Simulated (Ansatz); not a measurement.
Calculated with Ansatz (gas phase, PBE0-D4/def2-TZVP geometries, no zero-point term in ΔE). CBS: MP2 limit from def2 TZ/QZ plus the TZ coupled-cluster correction, frozen cores. This one scheme is used for every species. Functionals use def2-TZVPP. HSE06 is defined as in plane-wave codes. Each species was taken in one conformer, which may not be the lowest.

`FBC[SiH3]` + `CC(=O)O` → `CC(=O)OBF` + `C[SiH3]`  (ligand exchange at a B–C bond)

```json
{"level": "PBE-D4", "ΔE (kJ/mol)": "-83.3", "difference from CCSD(T)/CBS": "9.1"}
{"level": "BLYP-D4", "ΔE (kJ/mol)": "-93.2", "difference from CCSD(T)/CBS": "-0.8"}
{"level": "HSE06-D4", "ΔE (kJ/mol)": "-86.0", "difference from CCSD(T)/CBS": "6.4"}
{"level": "BHLYP-D4", "ΔE (kJ/mol)": "-98.9", "difference from CCSD(T)/CBS": "-6.5"}
{"level": "CAM-B3LYP-D4", "ΔE (kJ/mol)": "-97.4", "difference from CCSD(T)/CBS": "-5.0"}
{"level": "ωB97M-V", "ΔE (kJ/mol)": "-91.5", "difference from CCSD(T)/CBS": "0.9"}
{"level": "BLYP", "ΔE (kJ/mol)": "-94.0", "difference from CCSD(T)/CBS": "-1.6"}
{"level": "BHLYP", "ΔE (kJ/mol)": "-100.0", "difference from CCSD(T)/CBS": "-7.6"}
{"level": "LC-ωPBE", "ΔE (kJ/mol)": "-87.9", "difference from CCSD(T)/CBS": "4.5"}
{"level": "HF/def2-SVP", "ΔE (kJ/mol)": "-109.6", "difference from CCSD(T)/CBS": "-17.2"}
{"level": "MP2/def2-SVP", "ΔE (kJ/mol)": "-102.8", "difference from CCSD(T)/CBS": "-10.4"}
{"level": "CCSD(T)/def2-SVP", "ΔE (kJ/mol)": "-103.8", "difference from CCSD(T)/CBS": "-11.4"}
{"level": "MP2/def2-TZVPP", "ΔE (kJ/mol)": "-92.8", "difference from CCSD(T)/CBS": "-0.4"}
{"level": "SCS-MP2/def2-TZVPP", "ΔE (kJ/mol)": "-95.9", "difference from CCSD(T)/CBS": "-3.5"}
{"level": "HF/def2-QZVPP", "ΔE (kJ/mol)": "-107.6", "difference from CCSD(T)/CBS": "-15.2"}
{"level": "HF/CBS(def2)", "ΔE (kJ/mol)": "-107.7", "difference from CCSD(T)/CBS": "-15.3"}
{"level": "CCSD(T)/CBS", "ΔE (kJ/mol)": "-92.4", "difference from CCSD(T)/CBS": "0"}
```

Largest T1 diagnostic among the species: 0.015.

From BLYP to BHLYP (50 % exact exchange), in def2-TZVPP and without D4, ΔE moves by −6.0 kJ/mol. At CCSD(T), def2-SVP lies −11.4 kJ/mol from the extrapolated value and def2-TZVPP −1.9 kJ/mol.

CCSD(T)/CBS has its own doubt, a few kJ/mol and more with outer-core shells, so smaller differences from it don't rank the levels.
